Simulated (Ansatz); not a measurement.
# SrCl2 under changes of volume

One of the cells (28.299 Å³/atom); the others are scaled copies at fixed shape and fractional positions:

```
Sr Cl
1.0
     0.00000    3.48835    3.48835
     3.48835    0.00000    3.48835
     3.48835    3.48835    0.00000
Sr Cl
1 2
Direct
  0.00000 0.00000 0.00000
  0.75000 0.75000 0.75000
  0.25000 0.25000 0.25000
```

```yaml
Program: Ansatz 0.2.0
Functional: PBEsol
Potentials_or_basis: all-electron LAPW, scalar-relativistic
Cutoff: 156 eV (chosen from the basis error)
Basis_error_allowed: 0.001 eV/atom
k_mesh: 7 × 7 × 7
Occupations: fermi-dirac, width 0.05 eV
Spin: no spin polarisation
```

```tsv
volume (Å³/atom)	energy over the lowest point (meV/atom)	pressure (GPa)	gap on the mesh (eV)
26.601	?	?	?
27.167	0.12	0.4	5.33
27.733	0.00	-0.4	5.25
28.299	2.52	-1.1	5.18
28.865	7.38	-1.7	5.10
29.431	14.33	-2.2	5.03
29.997	23.15	-2.7	4.96
```

Problem. What does the run at 26.601 Å³/atom give?

Solution. Energy over the lowest point 3.19 meV/atom; pressure 1.3 GPa; gap on the mesh 5.41 eV.

Worked out: A Birch-Murnaghan fit of order 3 (a polynomial in V^(-2/3)) to the other rows has its minimum at 27.47 Å³/atom with B0 = V·E''(V) = 38 GPa and B' = 4.6. It gives 3.19 meV/atom at 26.601 Å³/atom, against the run's 3.19, and -dE/dV = 1.3 GPa, against 1.3. A straight line through the other rows of the gap, of slope -3.73 eV per unit of ln V, extrapolates to 5.41 eV, against the run's 5.41.

Energies are extrapolated to zero smearing.

Caveats: an odd mesh through Γ misses points on the zone boundary, where band edges often lie. Spin-orbit coupling on Sr is left out.
